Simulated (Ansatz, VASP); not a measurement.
**MnSb: VASP beside Ansatz**

```
Mn Sb
1.0
     4.11853    0.00000    0.00000
    -2.05926    3.56675    0.00000
     0.00000    0.00000    4.80446
Mn Sb
2 2
Direct
  0.00000 0.00000 0.00000
  0.00000 0.00000 0.50000
  0.33333 0.66667 0.25000
  0.66667 0.33333 0.75000
```

Alike in both runs: task relaxation of cell and atoms; functional PBE; k mesh 12 × 12 × 8; occupations gaussian, width 0.05 eV; no spin polarisation.

|  | VASP | Ansatz |
| --- | --- | --- |
| version | VASP 6.6.1 | Ansatz 0.2.0 |
| potentials or method | VASP PAW PBE potentials, release 64 (Mn_pv, Sb) | scalar-relativistic, plane waves, PAW |
| plane-wave cutoff (eV) | 600 | 420 |
| valence electrons in the cell | 36 | 60 |

Ansatz gave:

```
gap on the k mesh at the Fermi level, each at its own relaxed structure (eV) : none
relaxed volume (Å³/atom)                                                     : 17.64
relaxed cell length with the largest relative difference (Å)                 : 4.119
```

Task: Which values does VASP return?

Result: gap on the k mesh at the Fermi level, each at its own relaxed structure (eV): none; relaxed volume (Å³/atom): 17.62; relaxed cell length with the largest relative difference (Å): 4.114.

A gap of «none» marks a metal or a gap that the smearing closes. The two sets of potentials don't hold the same shells in valence.

The runs have no spin-orbit coupling, so splittings on Sb are missing. Spin polarisation is off, so any magnetic state and its effect on volume and gap are missing.
